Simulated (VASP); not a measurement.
# Hg: single point with PBE

Crystal: Hg.

```xyz
2
Lattice="3.5074 0.0000 0.0000 -1.7537 3.0375 0.0000 0.0000 0.0000 5.5598" Properties=species:S:1:pos:R:3 pbc="T T T"
Hg    1.7537    1.0125    4.1698
Hg    0.0000    2.0250    1.3899
```

```json
{
 "Program": "VASP 6.6.1",
 "Task": "single point",
 "Functional": "PBE",
 "Potentials or basis": "VASP PAW PBE potentials, release 64 (Hg)",
 "Cutoff": "520 eV",
 "k mesh": "8 × 8 × 4",
 "Occupations": "fermi-dirac, width 0.1 eV",
 "Spin": "no spin polarisation"
}
```

```yaml
Pressure: 0.6 GPa
Band_gap_on_the_k_mesh: none (metal or under the smearing width)
```

Stress tensor (GPa, compression positive):
```
0.52 0.00 0.00
0.00 0.52 0.00
0.00 0.00 0.78
```

Levels at points of the mesh, in eV from the Fermi level:
```
           k point  band 10  band 11  band 12  band 13  band 14  band 15
(0.00, 0.00, 0.00)    -5.33    -5.33    -1.36    -0.21    10.73    10.73
(0.50, 0.00, 0.00)    -5.24    -2.25    -1.59     2.44     3.34     4.16
(0.00, 0.00, 0.50)    -5.47    -5.31    -5.31     6.42     6.42    11.71
(0.50, 0.00, 0.50)    -5.28    -1.19    -1.19     0.41     0.41     8.28
```

Wall time 23 s on 1 thread of Intel(R) Xeon(R) Platinum 8488C (Sapphire Rapids), with other jobs on the host, peak memory 0.18 GiB.

The run has no spin-orbit coupling, so splittings on Hg are missing.
